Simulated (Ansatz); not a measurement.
Runs of Ansatz 0.2.0 on Hf. The structure is cubic, space group Fm-3m (No. 225). The conventional cell has a = 4.440 Å, b = 4.440 Å, c = 4.440 Å, α = 90.00°, β = 90.00°, γ = 90.00°. Hf (site symmetry m-3m) is surrounded by 12 Hf at 3.14 Å. This isn't the form of Hf at room conditions, which is hcp.

```csv
task,level,cell,k mesh,gap on the mesh (eV),pressure (GPa),relaxed volume (Å³/atom)
relaxation of cell and atoms,revPBE+D3(BJ),relaxed,10 × 10 × 10,none,0.0,21.70
relaxation of cell and atoms,RPBE+D4,relaxed,10 × 10 × 10,none,0.0,(b)
relaxation of cell and atoms,PBEsol+D4,relaxed,10 × 10 × 10,none,0.0,21.37
phonons,LDA,as given,7 × 7 × 7,none,-,-
relaxation of cell and atoms,BLYP+D3(BJ),relaxed,10 × 10 × 10,none,0.0,(a)
relaxation of cell and atoms,BLYP+D4,relaxed,10 × 10 × 10,none,0.0,22.51
relaxation of cell and atoms,revPBE+D4,relaxed,10 × 10 × 10,none,0.0,22.56
relaxation of cell and atoms,RPBE+D3(BJ),relaxed,10 × 10 × 10,none,0.0,17.99
```

Alike in all rows: potentials or basis Ansatz PAW; no spin polarisation; cutoff (eV) 420; smearing fermi-dirac 0.05 eV.

Problem. Fill in the values left out.

Solution. (a) 21.31; (b) 22.64.

Caveats: the PAW data sets come from PBE, with cores solved anew for the run's functional, which leaves a small shift of forces and pressure; the plane-wave basis is chosen anew once the cell has moved, so the energies of steps on either side of that aren't comparable (some runs); pairwise dispersion overbinds metals, which lowers pressure and volume (some runs); the volume moved by over 15 % at a fixed basis, so the end points are rough (some runs); the volume moved by -18 % from the deposited cell, more than functionals usually miss (some runs).

A k mesh can miss the band edges, and the runs leave out spin-orbit coupling on Hf.

A gap of «none» marks a metal or a gap under the smearing width.

Runs at the PBE level aren't shown here.
